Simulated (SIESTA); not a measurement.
**CdGeAs2 in SIESTA: the effect of functional**

The system is CdGeAs2.

```
CELL_PARAMETERS angstrom
-2.98887 2.98887 5.66430
2.98887 -2.98887 5.66430
2.98887 2.98887 -5.66430
ATOMIC_POSITIONS crystal
Cd 0.50000 0.50000 0.00000
Cd 0.25000 0.75000 0.50000
As 0.09622 0.12500 0.47122
As 0.37500 0.90378 0.02878
As 0.65378 0.62500 0.52878
As 0.87500 0.34622 0.97122
Ge 0.75000 0.25000 0.50000
Ge 0.00000 0.00000 0.00000
```

The cell is a database's computed one.

Alike in all runs:

| Item | Value |
| --- | --- |
| Program | SIESTA 5.4.2 |
| Task | band structure |
| Basis | DZP (energy shift 0.003 Ry; two zetas on semicore shells) |
| Grid cutoff | 800 Ry |
| Energy shift | 0.003 Ry |
| k mesh | 6 × 6 × 6 |
| Occupations | fermi-dirac, width 0.05 eV |
| Spin | no spin polarisation |

```tsv
functional	potentials or basis	pressure (GPa)	largest force (eV/Å)
PBE	PseudoDojo 0.4 standard (PBE files)	2.9	0.39
LDA	PseudoDojo 0.4 standard (LDA files)	-2.0	0.46
PBEsol	PseudoDojo 0.4 standard (PBEsol files)	?	?
```

**Question.** What does the run with functional PBEsol give?

**Answer.** Pressure -0.1 GPa; largest force 0.42 eV/Å.

Caveats: the basis of atomic orbitals isn't converged, which shifts pressures, moduli and gaps.
